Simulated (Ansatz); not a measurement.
**HfC: response to strain**

HfC is deformed so: zz strain of -3 %. What stress and forces result, by LAPW, PAW and all-electron datasets made for the crystal?

Program: Ansatz 0.2.0. Level of theory: DFT PBE, scalar-relativistic. These are calculated values, not measurements.

## Step 1: Starting point

Symmetry: Fm-3m, No. 225, cubic system. The conventional cell has a = 4.650 Å, b = 4.650 Å, c = 4.650 Å, α = 90.00°, β = 90.00°, γ = 90.00°. Around Hf (site symmetry m-3m) lie 6 C at 2.33 Å. C (site symmetry m-3m) is surrounded by 6 Hf at 2.33 Å.

As a file:

```cif
data_structure
_symmetry_space_group_name_H-M 'P 1'
_symmetry_Int_Tables_number 1
_cell_length_a 3.2880
_cell_length_b 3.2880
_cell_length_c 3.2880
_cell_angle_alpha 60.000
_cell_angle_beta 60.000
_cell_angle_gamma 60.000
_cell_volume 25.14
loop_
_atom_site_label
_atom_site_type_symbol
_atom_site_fract_x
_atom_site_fract_y
_atom_site_fract_z
_atom_site_occupancy
Hf1 Hf 0.50000 0.50000 0.50000 1
C1 C 0.00000 0.00000 0.00000 1
```

Atoms are numbered in the order of the input: Hf1, C2.

## Step 2: After the deformation

Space group Fm-3m before, I4/mmm after.

## Step 3: All-electron LAPW

The input, input.yaml:

```yaml
crystal:
  lattice:
    - [0.0, 2.325, 2.25525]
    - [2.325, 0.0, 2.25525]
    - [2.325, 2.325, 0.0]
  atoms:
    - { symbol: Hf, position: [0.5, 0.5, 0.5] }
    - { symbol: C, position: [0.0, 0.0, 0.0] }
kpoints:
  mp_grid: { grid: [15, 15, 15] }
  band_path:
    path:
      - [0.0, 0.0, 0.0]
      - [0.0, 0.5, 0.5]
      - [0.25, 0.75, 0.5]
      - [0.0, 0.5, 0.0]
      - [0.0, 0.0, 0.0]
      - [0.5, 0.5, 0.0]
      - [0.3828515251, 0.6171484749, 0.0]
      - [-0.3828515251, 0.3828515251, 0.0]
      - [0.0, 0.0, 0.0]
    npoints: 5
scf:
  occupations: { method: fermi_dirac, width: 0.05 }
hamiltonian:
  xc: pbe
  pseudopotentials: { kind: all_electron, lapw: { basis_error: 0.001 } }
output:
  forces: true
  stress: true
  eigenvalues: true
```

The run is started by

```bash
$ ansatz run input.yaml --threads 1 --pin off --max-ram 3072MiB --backend cpu --events-out ev --progress --plain --runs-dir out
```

## Step 4: PAW with frozen cores

The input, input.yaml:

```yaml
crystal:
  lattice:
    - [0.0, 2.325, 2.25525]
    - [2.325, 0.0, 2.25525]
    - [2.325, 2.325, 0.0]
  atoms:
    - { symbol: Hf, position: [0.5, 0.5, 0.5] }
    - { symbol: C, position: [0.0, 0.0, 0.0] }
kpoints:
  mp_grid: { grid: [15, 15, 15] }
scf:
  occupations: { method: fermi_dirac, width: 0.05 }
hamiltonian:
  xc: pbe
  pseudopotentials: { kind: paw }
output:
  forces: true
  stress: true
  eigenvalues: true
  efg: { contact_densities: true }
```

## Step 5: All-electron PAW on datasets made for the crystal

input.yaml: that of step 4 with these lines changed.

```diff
@@ -14,3 +14,3 @@
   xc: pbe
-  pseudopotentials: { kind: paw }
+  pseudopotentials: { kind: all_electron, datasets: crystal }
 output:
```

(Steps that only read results are left out.)

Q: Predict the outcome of this session. Wanted: pressure; largest shear or deviatoric stress.

As calculated:

| quantity | value |
| --- | --- |
| pressure | LAPW 8.28, PAW 8.22, crystal datasets 8.28 GPa |
| largest shear or deviatoric stress (LAPW) | 9.48 GPa |

In words: The largest part of the stress beyond the pressure is 9.48 GPa in size, in the zz component; the atoms are carried along and not relaxed. No run of the undeformed cell stands beside it, so the pressure holds what the given cell had before the change. PAW: stress within 0.06 GPa of LAPW. Crystal datasets: stress within 0.01 GPa of LAPW. Spin-orbit coupling is left out, though the cell holds Hf; in elements this heavy it can shift bands and gaps by tenths of an eV.
